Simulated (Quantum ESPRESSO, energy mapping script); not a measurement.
## MnS (Browneite): energy mapping under PBE+U (3 eV), QE, GBRV

Wanted: the magnetic order of MnS (Browneite), its couplings and an estimate of its ordering temperature, by PBE+U (3 eV), QE, GBRV.

Method: PBE with U = 3 eV on Mn d, ortho-atomic projectors; plane waves, U on orthogonalised atomic orbitals unless named otherwise, collinear spin, no spin–orbit coupling, in Quantum ESPRESSO 7.5.

## Step 1: The starting structure

Symmetry: F-43m, No. 216, cubic system. Conventional cell: a = 5.600 Å, b = 5.600 Å, c = 5.600 Å, α = 90.00°, β = 90.00°, γ = 90.00°. Nearest to Mn lie 4 S at 2.42 Å. Nearest to S lie 4 Mn at 2.42 Å. Farther neighbours and most contacts between anions are not listed.

Structure file:

```cif
data_structure
_symmetry_space_group_name_H-M 'P 1'
_symmetry_Int_Tables_number 1
_cell_length_a 3.9598
_cell_length_b 3.9598
_cell_length_c 3.9598
_cell_angle_alpha 60.000
_cell_angle_beta 60.000
_cell_angle_gamma 60.000
_cell_volume 43.90
loop_
_atom_site_label
_atom_site_type_symbol
_atom_site_fract_x
_atom_site_fract_y
_atom_site_fract_z
_atom_site_occupancy
Mn1 Mn 0.00000 0.00000 0.00000 1
S2 S 0.25000 0.25000 0.25000 1
```

The U corrects the self-interaction that lets semilocal functionals spread d and f electrons too far. Its value here is typed, not computed. These runs use Quantum ESPRESSO.

## Step 2: Parallel start in cell A (4 atoms)

The parallel order is the zero of energy for this cell and mesh.

The potential files are GBRV's for PBE; pw.x takes the functional from them.

Input file pw.in:

```
&control
  calculation = 'scf'
  prefix = 'pw'
  outdir = './tmp/'
  pseudo_dir = './pseudo/'
  verbosity = 'low'
/
&system
  ibrav = 0
  nat = 4
  ntyp = 2
  ecutwfc = 45
  ecutrho = 360
  nbnd = 38
  occupations = 'smearing'
  smearing = 'fd'
  degauss = 0.00367493
  nspin = 2
  starting_magnetization(1) = 0.3000
/
&electrons
  conv_thr = 1.0e-08
  electron_maxstep = 120
  mixing_beta = 0.3
  mixing_mode = 'plain'
/
ATOMIC_SPECIES
  Mn 54.9380 Mn.upf
  S 32.0600 S.upf
CELL_PARAMETERS angstrom
  0.00000000 -2.80000000 -2.80000000
  0.00000000 2.80000000 -2.80000000
  5.60000000 0.00000000 0.00000000
ATOMIC_POSITIONS crystal
  Mn 0.50000000 0.50000000 0.50000000
  Mn 0.00000000 0.00000000 0.00000000
  S 0.00000000 0.50000000 0.75000000
  S 0.50000000 0.00000000 0.25000000
K_POINTS automatic
  5 5 4 0 0 0
HUBBARD {ortho-atomic}
U Mn-3d 3
```

Launch:

```
OMP_NUM_THREADS=1 mpirun -n 4 pw.x -nk 4 -in pw.in > pw.out
```

What it wrote:

```text
Program PWSCF v.7.5 starts
[...]
unit-cell volume          =     592.5578 (a.u.)^3
     number of atoms/cell      =            4
[...]
number of electrons       =        42.00
     number of Kohn-Sham states=           38
     kinetic-energy cutoff     =      45.0000  Ry
     charge density cutoff     =     360.0000  Ry
     scf convergence threshold =      1.0E-08
[...]
Exchange-correlation=  SLA  PW   PBX  PBC
[...]
Hubbard projectors: ortho-atomic
     Hubbard parameters of DFT+U (Dudarev formulation) in eV:
[...]
atomic species   magnetization
[...]
8 Sym. Ops. (no inversion) found
[...]
number of k points=    18  Fermi-Dirac smearing, width (Ry)=  0.0037
[...]
Number of occupied Hubbard levels =   10.0000
     Atomic wfc used for Hubbard projectors are orthogonalized
[...]
iteration #  1     ecut=    45.00 Ry     beta= 0.30
[...]
Number of occupied Hubbard levels =    9.9267
     total energy              =    -470.45878373 Ry
     estimated scf accuracy    <       1.07976275 Ry
     total magnetization       =    10.00 Bohr mag/cell
     absolute magnetization    =    10.00 Bohr mag/cell
     iteration #  2     ecut=    45.00 Ry     beta= 0.30
[...]
total energy              =    -470.66073223 Ry
     estimated scf accuracy    <       0.04243342 Ry
     total magnetization       =    10.00 Bohr mag/cell
     absolute magnetization    =    10.00 Bohr mag/cell
     iteration #  3     ecut=    45.00 Ry     beta= 0.30
[...]
total energy              =    -470.67541865 Ry
     estimated scf accuracy    <       0.01982010 Ry
     total magnetization       =    10.00 Bohr mag/cell
     absolute magnetization    =    10.00 Bohr mag/cell
     iteration #  4     ecut=    45.00 Ry     beta= 0.30
[...]
total energy              =    -470.67700805 Ry
     estimated scf accuracy    <       0.00313096 Ry
     total magnetization       =    10.00 Bohr mag/cell
     absolute magnetization    =    10.00 Bohr mag/cell
     iteration #  5     ecut=    45.00 Ry     beta= 0.30
[...]
total energy              =    -470.67712466 Ry
     estimated scf accuracy    <       0.00052938 Ry
     total magnetization       =    10.00 Bohr mag/cell
     absolute magnetization    =    10.00 Bohr mag/cell
     iteration #  6     ecut=    45.00 Ry     beta= 0.30
[...]
total energy              =    -470.67727274 Ry
     estimated scf accuracy    <       0.00002712 Ry
     total magnetization       =    10.00 Bohr mag/cell
     absolute magnetization    =    10.00 Bohr mag/cell
     iteration #  7     ecut=    45.00 Ry     beta= 0.30
[...]
total energy              =    -470.67728870 Ry
     estimated scf accuracy    <       0.00002535 Ry
     total magnetization       =    10.00 Bohr mag/cell
     absolute magnetization    =    10.00 Bohr mag/cell
     iteration #  8     ecut=    45.00 Ry     beta= 0.30
[...]
total energy              =    -470.67729468 Ry
     estimated scf accuracy    <       0.00000023 Ry
     total magnetization       =    10.00 Bohr mag/cell
     absolute magnetization    =    10.00 Bohr mag/cell
     iteration #  9     ecut=    45.00 Ry     beta= 0.30
[...]
total energy              =    -470.67729501 Ry
     estimated scf accuracy    <       0.00000003 Ry
     total magnetization       =    10.00 Bohr mag/cell
     absolute magnetization    =    10.00 Bohr mag/cell
     iteration # 10     ecut=    45.00 Ry     beta= 0.30
[...]
Magnetic moment per site  (integrated on atomic sphere of radius R)
     atom   1 (R=0.253)  charge= 12.9126  magn=  4.3310
     atom   2 (R=0.253)  charge= 12.9132  magn=  4.3313
     atom   3 (R=0.253)  charge=  4.2470  magn=  0.0685
     atom   4 (R=0.253)  charge=  4.2470  magn=  0.0685
     End of self-consistent calculation
     =================== HUBBARD OCCUPATIONS ===================
     ------------------------ ATOM    1 ------------------------
     Tr[ns(  1)] (up, down, total) =   4.95258  0.29055  5.24313
     Atomic magnetic moment for atom   1 =   4.66204
     SPIN  1
     eigenvalues:
       0.987  0.987  0.987  0.995  0.995
     eigenvectors (columns):
      -0.000 -0.000  0.000  0.500 -0.866
       0.000 -0.260  0.966 -0.000  0.000
       1.000  0.000 -0.000 -0.000 -0.000
      -0.000  0.000 -0.000 -0.866 -0.500
      -0.000  0.966  0.260  0.000  0.000
     occupation matrix ns (before diag.):
       0.995 -0.000  0.000  0.000  0.000
      -0.000  0.987 -0.000  0.000  0.000
       0.000 -0.000  0.987  0.000  0.000
       0.000  0.000  0.000  0.995 -0.000
[...]
SPIN  2
     eigenvalues:
[...]
eigenvectors (columns):
[...]
occupation matrix ns (before diag.):
[...]
------------------------ ATOM    2 ------------------------
     Tr[ns(  2)] (up, down, total) =   4.95258  0.29055  5.24313
     Atomic magnetic moment for atom   2 =   4.66204
     SPIN  1
     eigenvalues:
[...]
eigenvectors (columns):
[...]
occupation matrix ns (before diag.):
[...]
SPIN  2
     eigenvalues:
[...]
eigenvectors (columns):
[...]
occupation matrix ns (before diag.):
       0.025 -0.000 -0.000  0.000  0.000
      -0.000  0.080 -0.000  0.000  0.000
      -0.000 -0.000  0.080  0.000  0.000
       0.000  0.000  0.000  0.025 -0.000
       0.000  0.000  0.000 -0.000  0.080
     Number of occupied Hubbard levels =   10.4863
 ------ SPIN UP ------------
          k = 0.0000 0.0000 0.0000 (  2983 PWs)   bands (ev):
   -74.9135 -74.9133 -43.6456 -43.6436 -43.6436 -43.6423 -43.6422 -43.6422
    -6.3087  -5.4744   1.0799   1.4370   1.4370   1.4373   2.2047   2.2047
     2.5532   2.5534   2.7518   2.7539   3.6139   4.7214   4.7214   7.2641
     7.2641   7.2645   8.4322  10.0769  11.7228  13.2523  13.2523  13.2531
    16.6166  18.0163  18.0166  18.1549  18.1549  18.8905
          k = 0.1768 0.0000 0.0000 (  3015 PWs)   bands (ev):
   -74.9135 -74.9133 -43.6451 -43.6434 -43.6434 -43.6429 -43.6424 -43.6424
    -6.1943  -5.6042   1.1067   1.3562   1.5122   1.5122   2.0325   2.0325
     2.4954   2.5043   2.5818   2.7222   4.2856   5.0990   5.0990   6.4262
     6.8496   6.8496   9.4986  10.2773  11.8493  12.6951  13.7696  13.7696
    15.7227  16.3621  16.7615  16.7615  18.1132  18.7200
          k =-0.3536 0.0000-0.0000 (  2982 PWs)   bands (ev):
   -74.9134 -74.9134 -43.6440 -43.6440 -43.6429 -43.6429 -43.6429 -43.6429
    -5.9072  -5.9072   1.2015   1.2015   1.7304   1.7304   1.7304   1.7304
[...]
15.0522  15.0522  15.0523  15.0523  18.3819  18.3819
          k = 0.0000 0.1414-0.1414 (  2996 PWs)   bands (ev):
[...]
15.7706  16.3380  16.7956  17.1028  17.5058  19.0980
          k = 0.1768 0.1414-0.1414 (  3014 PWs)   bands (ev):
[...]
14.5645  15.5897  16.9361  17.3202  17.5094  18.5352
          k =-0.3536 0.1414-0.1414 (  3008 PWs)   bands (ev):
[...]
14.5201  14.5201  16.6766  16.6766  18.5250  18.5250
          k = 0.0000 0.2828-0.2828 (  3028 PWs)   bands (ev):
[...]
14.4323  14.9008  16.4005  17.5323  17.7600  18.9004
          k = 0.1768 0.2828-0.2828 (  3010 PWs)   bands (ev):
[...]
14.3425  14.8047  17.3867  18.1211  18.2969  18.5471
          k =-0.3536 0.2828-0.2828 (  3004 PWs)   bands (ev):
[...]
14.3538  14.3538  18.1652  18.1653  18.8170  18.8171
          k = 0.0000 0.0000-0.2828 (  3009 PWs)   bands (ev):
[...]
14.5457  14.9569  15.3590  18.2579  18.5424  20.0707
          k = 0.1768 0.0000-0.2828 (  3025 PWs)   bands (ev):
[...]
k =-0.3536 0.0000-0.2828 (  3034 PWs)   bands (ev):
[...]
k = 0.0000 0.1414-0.4243 (  3027 PWs)   bands (ev):
[...]
k = 0.1768 0.1414-0.4243 (  3028 PWs)   bands (ev):
[...]
k =-0.3536 0.1414-0.4243 (  3016 PWs)   bands (ev):
[...]
k = 0.0000 0.0000-0.5657 (  3048 PWs)   bands (ev):
[...]
k = 0.1768 0.0000-0.5657 (  3029 PWs)   bands (ev):
[...]
k =-0.3536 0.0000-0.5657 (  3028 PWs)   bands (ev):
[...]
------ SPIN DOWN ----------
          k = 0.0000 0.0000 0.0000 (  2983 PWs)   bands (ev):
[...]
k = 0.1768 0.0000 0.0000 (  3015 PWs)   bands (ev):
[...]
k =-0.3536 0.0000-0.0000 (  2982 PWs)   bands (ev):
[...]
k =-0.3536 0.1414-0.1414 (  3008 PWs)   bands (ev):
[...]
k =-0.3536 0.2828-0.2828 (  3004 PWs)   bands (ev):
[...]
k = 0.1768 0.0000-0.2828 (  3025 PWs)   bands (ev):
[...]
k =-0.3536 0.0000-0.2828 (  3034 PWs)   bands (ev):
[...]
k = 0.0000 0.1414-0.4243 (  3027 PWs)   bands (ev):
[...]
k = 0.1768 0.1414-0.4243 (  3028 PWs)   bands (ev):
[...]
15.8771  16.2785  18.0487  18.4000  19.6787  19.7050
          k =-0.3536 0.1414-0.4243 (  3016 PWs)   bands (ev):
[...]
15.7558  15.7558  18.6827  18.6828  19.5950  19.5951
          k = 0.0000 0.0000-0.5657 (  3048 PWs)   bands (ev):
[...]
17.3326  18.1122  18.1123  19.0652  19.5096  20.3210
          k = 0.1768 0.0000-0.5657 (  3029 PWs)   bands (ev):
[...]
10.3845  10.4662  12.7797  12.8709  13.9105  14.1583  15.5363  16.3964
    16.8772  17.3354  18.1870  18.3192  19.7199  20.3107
          k =-0.3536 0.0000-0.5657 (  3028 PWs)   bands (ev):
   -69.8295 -69.8295 -38.6734 -38.6734 -38.6723 -38.6723 -38.6712 -38.6712
    -5.1979  -5.1979   3.0672   3.0672   3.3741   3.3741   4.2651   4.2651
     8.5875   8.5875   9.2916   9.2917   9.8568   9.8569  10.2313  10.2313
    10.6382  10.6382  13.6665  13.6666  14.1323  14.1323  14.9086  14.9087
    16.3920  16.3920  18.6251  18.6252  19.5992  19.5993
     the Fermi energy is     7.7501 ev
!    total energy              =    -470.67729518 Ry
     estimated scf accuracy    <          5.7E-09 Ry
     smearing contrib. (-TS)   =      -0.00000016 Ry
     internal energy E=F+TS    =    -470.67729501 Ry
     The total energy is F=E-TS. E is the sum of the following terms:
     one-electron contribution =    -315.60769021 Ry
     hartree contribution      =     168.73838226 Ry
     xc contribution           =     -70.44024644 Ry
     ewald contribution        =    -253.43760863 Ry
     Hubbard energy            =       0.06986801 Ry
     total magnetization       =    10.00 Bohr mag/cell
     absolute magnetization    =    10.00 Bohr mag/cell
     convergence has been achieved in  10 iterations
=------------------------------------------------------------------------------=
   JOB DONE.
=------------------------------------------------------------------------------=
```

It took 21 s on 4 MPI ranks of Arm Neoverse V1, shared host; peak memory 0.51 GiB.

Spin moment in the sphere by atom:

| atom | spin moment in the sphere (μB) |
| --- | --- |
| Mn1 | 4.33 |
| Mn2 | 4.33 |
| S3 | 0.07 |
| S4 | 0.07 |

The run ends ferromagnetic.

## Step 3: Order 2: compensated +−, cell A of 4 atoms

This order reverses 8 of the 12 neighbours at 3.96 Å and 0 of the 6 neighbours at 5.60 Å, counted for an average magnetic atom.

pw.in, as its differences from that of step 2:

```diff
@@ -10,6 +10,6 @@
   nat = 4
-  ntyp = 2
+  ntyp = 3
   ecutwfc = 45
   ecutrho = 360
-  nbnd = 38
+  nbnd = 33
   occupations = 'smearing'
@@ -19,2 +19,3 @@
   starting_magnetization(1) = 0.3000
+  starting_magnetization(2) = -0.3000
 /
@@ -27,3 +28,4 @@
 ATOMIC_SPECIES
-  Mn 54.9380 Mn.upf
+  Mn1 54.9380 Mn.upf
+  Mn2 54.9380 Mn.upf
   S 32.0600 S.upf
@@ -34,4 +36,4 @@
 ATOMIC_POSITIONS crystal
-  Mn 0.50000000 0.50000000 0.50000000
-  Mn 0.00000000 0.00000000 0.00000000
+  Mn1 0.50000000 0.50000000 0.50000000
+  Mn2 0.00000000 0.00000000 0.00000000
   S 0.00000000 0.50000000 0.75000000
@@ -41,2 +43,3 @@
 HUBBARD {ortho-atomic}
-U Mn-3d 3
+U Mn1-3d 3
+U Mn2-3d 3
```

What it wrote:

```text
[banner, memory and clock lines left out]
Program PWSCF v.7.5 starts
[...]
unit-cell volume          =     592.5578 (a.u.)^3
     number of atoms/cell      =            4
[...]
number of electrons       =        42.00
     number of Kohn-Sham states=           33
     kinetic-energy cutoff     =      45.0000  Ry
     charge density cutoff     =     360.0000  Ry
     scf convergence threshold =      1.0E-08
[...]
Exchange-correlation=  SLA  PW   PBX  PBC
[...]
Hubbard projectors: ortho-atomic
     Hubbard parameters of DFT+U (Dudarev formulation) in eV:
[...]
atomic species   magnetization
[...]
8 Sym. Ops. (no inversion) found
[...]
number of k points=    18  Fermi-Dirac smearing, width (Ry)=  0.0037
[...]
Number of occupied Hubbard levels =   10.0000
     Atomic wfc used for Hubbard projectors are orthogonalized
[...]
iteration #  1     ecut=    45.00 Ry     beta= 0.30
[...]
Number of occupied Hubbard levels =    9.9315
     total energy              =    -470.45465471 Ry
     estimated scf accuracy    <       1.13749233 Ry
     total magnetization       =    -0.00 Bohr mag/cell
     absolute magnetization    =     9.39 Bohr mag/cell
     iteration #  2     ecut=    45.00 Ry     beta= 0.30
[...]
total energy              =    -470.67818438 Ry
     estimated scf accuracy    <       0.04026514 Ry
     total magnetization       =    -0.00 Bohr mag/cell
     absolute magnetization    =     9.49 Bohr mag/cell
     iteration #  3     ecut=    45.00 Ry     beta= 0.30
[...]
total energy              =    -470.69366189 Ry
     estimated scf accuracy    <       0.02184994 Ry
     total magnetization       =    -0.00 Bohr mag/cell
     absolute magnetization    =     9.48 Bohr mag/cell
[...]
total energy              =    -470.69685812 Ry
[...]
iteration # 12     ecut=    45.00 Ry     beta= 0.30
[...]
total energy              =    -470.69685815 Ry
     estimated scf accuracy    <       0.00000001 Ry
     total magnetization       =    -0.00 Bohr mag/cell
     absolute magnetization    =     9.55 Bohr mag/cell
     iteration # 13     ecut=    45.00 Ry     beta= 0.30
[...]
Magnetic moment per site  (integrated on atomic sphere of radius R)
     atom   1 (R=0.253)  charge= 12.9200  magn=  4.2413
     atom   2 (R=0.253)  charge= 12.9206  magn= -4.2416
     atom   3 (R=0.253)  charge=  4.2366  magn= -0.0000
[...]
eigenvectors (columns):
[...]
occupation matrix ns (before diag.):
[...]
------------------------ ATOM    2 ------------------------
     Tr[ns(  2)] (up, down, total) =   0.35046  4.93726  5.28772
     Atomic magnetic moment for atom   2 =  -4.58680
     SPIN  1
     eigenvalues:
[...]
eigenvectors (columns):
[...]
occupation matrix ns (before diag.):
[...]
SPIN  2
     eigenvalues:
[...]
eigenvectors (columns):
[...]
occupation matrix ns (before diag.):
[...]
-0.000  0.000  0.000  0.994 -0.000
       0.000  0.000  0.000 -0.000  0.984
     Number of occupied Hubbard levels =   10.5754
 ------ SPIN UP ------------
          k = 0.0000 0.0000 0.0000 (  2983 PWs)   bands (ev):
   -74.8339 -69.8394 -43.5728 -43.5600 -43.5600 -38.6827 -38.6827 -38.6775
    -6.2290  -5.3656   1.5411   1.8484   1.8484   2.0333   2.7306   3.3915
     4.1245   4.1245   5.6689   6.0910   6.0910   8.8012   9.4443   9.4528
[...]
16.9088
          k = 0.1768 0.0000 0.0000 (  3015 PWs)   bands (ev):
[...]
16.1136
          k =-0.3536 0.0000-0.0000 (  2982 PWs)   bands (ev):
[...]
15.8229
          k = 0.0000 0.1414-0.1414 (  2996 PWs)   bands (ev):
[...]
k = 0.1768 0.1414-0.1414 (  3014 PWs)   bands (ev):
[...]
k =-0.3536 0.1414-0.1414 (  3008 PWs)   bands (ev):
[...]
k = 0.0000 0.2828-0.2828 (  3028 PWs)   bands (ev):
[...]
k =-0.3536 0.2828-0.2828 (  3004 PWs)   bands (ev):
[...]
------ SPIN DOWN ----------
          k = 0.0000 0.0000 0.0000 (  2983 PWs)   bands (ev):
[...]
k = 0.1768 0.0000 0.0000 (  3015 PWs)   bands (ev):
[...]
k =-0.3536 0.1414-0.4243 (  3016 PWs)   bands (ev):
[...]
k = 0.0000 0.0000-0.5657 (  3048 PWs)   bands (ev):
[...]
k = 0.1768 0.0000-0.5657 (  3029 PWs)   bands (ev):
[...]
16.4425
          k =-0.3536 0.0000-0.5657 (  3028 PWs)   bands (ev):
[...]
3.0029   3.8128   4.1829   4.6578   4.8481   9.1377   9.2002   9.7656
     9.8685  10.1526  12.8028  12.9296  12.9899  13.9704  14.1406  14.7249
    15.8934
     the Fermi energy is     7.2651 ev
!    total energy              =    -470.69685817 Ry
     estimated scf accuracy    <          1.5E-09 Ry
     smearing contrib. (-TS)   =      -0.00000000 Ry
     internal energy E=F+TS    =    -470.69685817 Ry
     The total energy is F=E-TS. E is the sum of the following terms:
     one-electron contribution =    -315.72293207 Ry
     hartree contribution      =     168.77538078 Ry
     xc contribution           =     -70.39616042 Ry
     ewald contribution        =    -253.43760863 Ry
     Hubbard energy            =       0.08446216 Ry
     total magnetization       =    -0.00 Bohr mag/cell
     absolute magnetization    =     9.55 Bohr mag/cell
     convergence has been achieved in  13 iterations
```

Elapsed: 25 s, on 4 MPI ranks; peak memory 0.57 GiB; 1.7 min of CPU time.

Spin moment in the sphere by atom:

| atom | spin moment in the sphere (μB) |
| --- | --- |
| Mn1 | 4.24 |
| Mn2 | -4.24 |
| S3 | 0.00 |
| S4 | 0.00 |

The run ends antiferromagnetic, 133.09 meV a magnetic atom below the parallel order of its cell.

## Step 4: Parallel start in cell B (4 atoms)

A new cell needs its own zero of energy.

This run holds the same structure in another cell (c 5.600 → 6.859 Å, α 90.0 → 73.2°, β 90.0 → 73.2°, γ 90.0 → 60.0°).

Input file pw.in:

```
&control
  calculation = 'scf'
  prefix = 'pw'
  outdir = './tmp/'
  pseudo_dir = './pseudo/'
  verbosity = 'low'
/
&system
  ibrav = 0
  nat = 4
  ntyp = 2
  ecutwfc = 45
  ecutrho = 360
  nbnd = 38
  occupations = 'smearing'
  smearing = 'fd'
  degauss = 0.00367493
  nspin = 2
  starting_magnetization(1) = 0.3000
/
&electrons
  conv_thr = 1.0e-08
  electron_maxstep = 120
  mixing_beta = 0.3
  mixing_mode = 'plain'
/
ATOMIC_SPECIES
  Mn 54.9380 Mn.upf
  S 32.0600 S.upf
CELL_PARAMETERS angstrom
  0.00000000 -2.80000000 -2.80000000
  -2.80000000 0.00000000 -2.80000000
  2.80000000 2.80000000 -5.60000000
ATOMIC_POSITIONS crystal
  Mn 0.50000000 0.50000000 0.50000000
  Mn 0.00000000 0.00000000 0.00000000
  S 0.12500000 0.12500000 0.62500000
  S 0.62500000 0.62500000 0.12500000
K_POINTS automatic
  6 6 6 0 0 0
HUBBARD {ortho-atomic}
U Mn-3d 3
```

What it wrote:

```text
[banner, memory and clock lines left out]
Program PWSCF v.7.5 starts
[...]
unit-cell volume          =     592.5578 (a.u.)^3
     number of atoms/cell      =            4
[...]
number of electrons       =        42.00
     number of Kohn-Sham states=           38
     kinetic-energy cutoff     =      45.0000  Ry
     charge density cutoff     =     360.0000  Ry
[...]
The total energy is F=E-TS. E is the sum of the following terms:
     one-electron contribution =    -315.60621753 Ry
     hartree contribution      =     168.73634960 Ry
     xc contribution           =     -70.43983302 Ry
     ewald contribution        =    -253.43760863 Ry
     Hubbard energy            =       0.06986917 Ry
     total magnetization       =    10.00 Bohr mag/cell
     absolute magnetization    =    10.00 Bohr mag/cell
     convergence has been achieved in  10 iterations
[key lines of the parts left out:]
!    total energy              =    -470.67744055 Ry
the Fermi energy is     7.7340 ev
```

The job ended after 37 s (4 MPI ranks; peak memory 0.69 GiB; 2.5 min of CPU time).

The run ends ferromagnetic. For each magnetic atom its energy differs from the parallel run of the first cell by -0.99 meV, an error that one common reference would have brought in.

(Continued in part 2 of 2.)

[Logs and program files are shortened in this print: banners, set-up blocks, solver, clock and traceback lines can be left out without a mark of their own.]

[Logs are printed without paths, hosts, clocks, repeated set-up lines and the standing remarks that a program may print on its own settings, such as how far it seeks lower states.]

[Hosts, paths, dates, database ids (printed as entryN), source tags and the programs' standing remarks are cut or masked in the printed files.]

[Where a cell is said to come from a database of computed structures, the database is the Materials Project.]
